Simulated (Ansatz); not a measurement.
Crystal: AgBr.

```
Ag Br
1.0
     0.00000    2.87015    2.87015
     2.87015    0.00000    2.87015
     2.87015    2.87015    0.00000
Ag Br
1 1
Direct
  0.00000 0.00000 0.00000
  0.50000 0.50000 0.50000
```

| Property | Result |
| --- | --- |
| Program | Ansatz 0.2.0 |
| Task | relaxation of cell and atoms |
| Functional | PBEsol |
| Potentials or basis | Ansatz PAW |
| Cutoff | 420 eV (not typed: the program's choice for these potentials) |
| k mesh | 8 × 8 × 8 |
| Occupations | fermi-dirac, width 0.05 eV |
| Spin | no spin polarisation |

At the start: volume 23.64 Å³/atom.

Problem. Where does the relaxation end?

Solution. It ends after 4 steps and the volume is 22.85 Å³/atom (-3.4 %); space group Fm-3m (No. 225, to 0.05 Å).

The path:
```tsv
step	energy change (eV)	largest force (eV/Å)	volume (Å³)
1	0.0000	0.0000	47.29
2	-0.0084	0.0000	45.24
3	-0.0090	0.0000	45.70
4	-0.0087	0.0000	45.70
```

Final structure:
```
CELL_PARAMETERS angstrom
0.00000 2.83773 2.83773
2.83773 0.00000 2.83773
2.83773 2.83773 0.00000
ATOMIC_POSITIONS crystal
Ag 0.00000 0.00000 0.00000
Br 0.50000 0.50000 0.50000
```

Caveat: the plane-wave basis is chosen anew once the cell has moved, so the energies of steps on either side of that aren't comparable; the PAW data sets come from PBE, with cores solved anew for the run's functional, which leaves a small shift of forces and pressure.
